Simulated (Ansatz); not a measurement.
**Step by step: Sr, relaxation of cell and atoms**

These are results of DFT, PBE, PAW with Ansatz's default frozen-core files, scalar-relativistic in Ansatz 0.2.0, not measurements.

Command: `ansatz run input.yaml --threads 1 --pin off --max-ram 2048MiB --backend cpu --events-out ev --progress --plain --runs-dir out` The run took about 44 s on 1 thread of a shared machine.

```yaml
crystal:
  lattice:
    - [0.0, 3.2195088072, 3.2195088072]
    - [3.2195088072, 0.0, 3.2195088072]
    - [3.2195088072, 3.2195088072, 0.0]
  atoms:
    - { symbol: Sr, position: [0.0, 0.0, 0.0] }
    - { symbol: Sr, position: [0.25, 0.25, 0.25] }
kpoints:
  mp_grid: { grid: [11, 11, 11] }
scf:
  occupations: { method: fermi_dirac, width: 0.08 }
hamiltonian:
  xc: pbe
  pseudopotentials: { kind: paw }
output:
  forces: true
  stress: true
relax:
  f_tol: 0.005
  max_steps: 80
  cell: {}
```

The cell is built from the diamond type as a first guess.

The cutoff is 420 eV; energies and pressures of the walk include the program's estimate of the Pulay term.

Each frame lists the cell vectors (Å), then Cartesian positions (Å); symmetry keeps all forces zero. Free energies count from the first step, -7084.5957 eV.

The walk took 15 evaluations in all; steps that aren't listed are left out.

Step 1: E = 0.0 meV, P = 8.47 GPa

```
cell 0.0000 3.2195 3.2195 3.2195 0.0000 3.2195 3.2195 3.2195 0.0000
Sr    0.0000    0.0000    0.0000
Sr    1.6098    1.6098    1.6098
```

Step 2: E = -412.3 meV, P = 5.00 GPa

```
cell 0.0000 3.3765 3.3765 3.3765 0.0000 3.3765 3.3765 3.3765 0.0000
Sr    0.0000    0.0000    0.0000
Sr    1.6882    1.6882    1.6882
```

Step 3: E = -715.0 meV, P = 3.87 GPa

```
cell 0.0000 3.5334 3.5334 3.5334 0.0000 3.5334 3.5334 3.5334 0.0000
Sr    0.0000    0.0000    0.0000
Sr    1.7667    1.7667    1.7667
```

Step 4: E = -989.8 meV, P = 3.29 GPa

```
cell 0.0000 3.6904 3.6904 3.6904 0.0000 3.6904 3.6904 3.6904 0.0000
Sr    0.0000    0.0000    0.0000
Sr    1.8452    1.8452    1.8452
```

Step 5: E = -1238.2 meV, P = 2.46 GPa

```
cell 0.0000 3.8513 3.8513 3.8513 0.0000 3.8513 3.8513 3.8513 0.0000
Sr    0.0000    0.0000    0.0000
Sr    1.9257    1.9257    1.9257
```

Step 6:

```
cell 0.0000 4.0083 4.0083 4.0083 0.0000 4.0083 4.0083 4.0083 0.0000
Sr    0.0000    0.0000    0.0000
Sr    2.0041    2.0041    2.0041
```

Step 7: E = -1553.0 meV, P = 0.92 GPa

```
cell 0.0000 4.1652 4.1652 4.1652 0.0000 4.1652 4.1652 4.1652 0.0000
Sr    0.0000    0.0000    0.0000
Sr    2.0826    2.0826    2.0826
```

Step 8: E = -1600.2 meV, P = -0.06 GPa

```
cell 0.0000 4.3222 4.3222 4.3222 0.0000 4.3222 4.3222 4.3222 0.0000
Sr    0.0000    0.0000    0.0000
Sr    2.1611    2.1611    2.1611
```

Step 9: E = -1600.4 meV, P = 0.01 GPa

```
cell 0.0000 4.3114 4.3114 4.3114 0.0000 4.3114 4.3114 4.3114 0.0000
Sr    0.0000    0.0000    0.0000
Sr    2.1557    2.1557    2.1557
```

Step 10: E = -1764.7 meV, P = 1.20 GPa (the cell of the step before, solved again on a basis chosen afresh, hence the jump)

Step 11: E = -1870.8 meV, P = 0.79 GPa

```
cell 0.0000 4.4605 4.4605 4.4605 0.0000 4.4605 4.4605 4.4605 0.0000
Sr    0.0000    0.0000    0.0000
Sr    2.2303    2.2303    2.2303
```

Step 12: E = -1942.2 meV, P = 0.38 GPa

```
cell 0.0000 4.6215 4.6215 4.6215 0.0000 4.6215 4.6215 4.6215 0.0000
Sr    0.0000    0.0000    0.0000
Sr    2.3108    2.3108    2.3108
```

Step 13: E = -1969.3 meV, P = 0.06 GPa

```
cell 0.0000 4.7785 4.7785 4.7785 0.0000 4.7785 4.7785 4.7785 0.0000
Sr    0.0000    0.0000    0.0000
Sr    2.3892    2.3892    2.3892
```

(1) Give the energy, pressure of step 6.

(2) How does the relaxation end?

## Answers

(1) E = -1424.0 meV, P = 1.70 GPa
```
Sr    0.0000    0.0000    0.0000
Sr    2.0041    2.0041    2.0041
```

(2) It converges, with a = 9.618 Å, b = 9.618 Å, c = 9.618 Å, α = 90.00°, β = 90.00°, γ = 90.00° (conventional cell, space group Fd-3m). The last solve (on a basis chosen afresh for the final cell, so its energy is not quite comparable) gives E = -1970.8 meV, P = 0.01 GPa:
```
cell 0.0000 4.8091 4.8091 4.8091 0.0000 4.8091 4.8091 4.8091 0.0000
Sr    0.0000    0.0000    0.0000
Sr    2.4046    2.4046    2.4046
```
